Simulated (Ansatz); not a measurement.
Theory: Ansatz 0.2.0, DFT PBE, scalar-relativistic, plane waves, PAW. Settings: cutoff 420 eV, Γ-centred meshes spaced at most about 0.3 Å⁻¹ (2π included), Gaussian smearing. No spin polarisation in the final relaxations.

These are static total energies at zero pressure. All come from trial cells, and lower structures may exist.

Question: Order these relaxed structures of MgO by energy, lowest first, with the energy over the lowest of them.
A.

```cif
data_structure
_symmetry_space_group_name_H-M 'P4/mmm'
_symmetry_Int_Tables_number 123
_cell_length_a 2.8289
_cell_length_b 2.8289
_cell_length_c 5.0497
_cell_angle_alpha 90.000
_cell_angle_beta 90.000
_cell_angle_gamma 90.000
_cell_volume 40.41
loop_
_atom_site_label
_atom_site_type_symbol
_atom_site_symmetry_multiplicity
_atom_site_Wyckoff_symbol
_atom_site_fract_x
_atom_site_fract_y
_atom_site_fract_z
_atom_site_occupancy
Mg1 Mg 1 c 0.50000 0.50000 0.00000 1
O1 O 1 a 0.00000 0.00000 0.00000 1
```

B.

```cif
data_structure
_symmetry_space_group_name_H-M 'P6_3/mmc'
_symmetry_Int_Tables_number 194
_cell_length_a 2.9580
_cell_length_b 2.9580
_cell_length_c 5.1562
_cell_angle_alpha 90.000
_cell_angle_beta 90.000
_cell_angle_gamma 120.000
_cell_volume 39.07
loop_
_atom_site_label
_atom_site_type_symbol
_atom_site_symmetry_multiplicity
_atom_site_Wyckoff_symbol
_atom_site_fract_x
_atom_site_fract_y
_atom_site_fract_z
_atom_site_occupancy
Mg1 Mg 2 a 0.00000 0.00000 0.00000 1
O1 O 2 d 0.33333 0.66667 0.75000 1
```

C.

```cif
data_structure
_symmetry_space_group_name_H-M 'Pm-3m'
_symmetry_Int_Tables_number 221
_cell_length_a 2.6597
_cell_length_b 2.6597
_cell_length_c 2.6597
_cell_angle_alpha 90.000
_cell_angle_beta 90.000
_cell_angle_gamma 90.000
_cell_volume 18.81
loop_
_atom_site_label
_atom_site_type_symbol
_atom_site_symmetry_multiplicity
_atom_site_Wyckoff_symbol
_atom_site_fract_x
_atom_site_fract_y
_atom_site_fract_z
_atom_site_occupancy
Mg1 Mg 1 a 0.00000 0.00000 0.00000 1
O1 O 1 b 0.50000 0.50000 0.50000 1
```

Answer: B (0 meV/atom), A (250 meV/atom), C (602 meV/atom). Forms: B nickel arsenide type, P6_3/mmc; A P4/mmm; C caesium chloride type, Pm-3m. Counting O atoms around Mg (those within 1.25 times the shortest such distance or 1.15 times the sum of covalent radii): B has Mg 6; A has Mg 4; C has Mg 8.

Weakly bound directions are ill-defined at this level, which has no dispersion term (P4/mmm), and this can change margins and order among such cells. Cells relaxed within their symmetry can be saddle points. The P6_3/mmc cell of MgO came from shaking the Pm-3m one. The part of the Crystallography Open Database at hand lists MgO in space group No. 225, which no cell shown has. Some structure types and database cells were kept out of the candidates from the start, so a known form may be missing.
